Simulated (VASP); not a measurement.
Crystal: Cu2O.

```
Cu O
1.0
     4.26000    0.00000    0.00000
     0.00000    4.26000    0.00000
     0.00000    0.00000    4.26000
Cu O
4 2
Direct
  0.25000 0.25000 0.25000
  0.25000 0.75000 0.75000
  0.75000 0.75000 0.25000
  0.75000 0.25000 0.75000
  0.00000 0.00000 0.00000
  0.50000 0.50000 0.50000
```

* Program: VASP 6.6.1
* Task: relaxation of cell and atoms
* Functional: PBEsol
* Potentials or basis: VASP PAW PBE potentials, release 64 (Cu, O)
* Cutoff: 600 eV
* k mesh: 8 × 8 × 8
* Occupations: fermi-dirac, width 0.05 eV
* Spin: no spin polarisation

At the start: pressure -2.5 GPa; volume 12.88 Å³/atom.

Task: Where does the relaxation end?

Result: Over 3 steps the energy falls by 2.1 meV/atom and the volume is 12.62 Å³/atom (-2.0 %); space group Pn-3m (No. 224, to 0.05 Å).

The path:
```tsv
step	energy change (eV)	largest force (eV/Å)	pressure (GPa)	volume (Å³)
1	0.0000	0.0000	-2.53	77.31
2	-0.0102	0.0000	1.19	75.06
3	-0.0127	0.0000	0.00	75.73
```

Final structure:
```yaml
crystal:
  lattice:
    - [4.23089, 0.00000, 0.00000]
    - [0.00000, 4.23089, 0.00000]
    - [0.00000, 0.00000, 4.23089]
  atoms:
    - { symbol: Cu, position: [0.25000, 0.25000, 0.25000] }
    - { symbol: Cu, position: [0.25000, 0.75000, 0.75000] }
    - { symbol: Cu, position: [0.75000, 0.75000, 0.25000] }
    - { symbol: Cu, position: [0.75000, 0.25000, 0.75000] }
    - { symbol: O, position: [0.00000, 0.00000, 0.00000] }
    - { symbol: O, position: [0.50000, 0.50000, 0.50000] }
```

Caveat: the PAW data sets were made with another functional, which shifts forces and pressure a little.
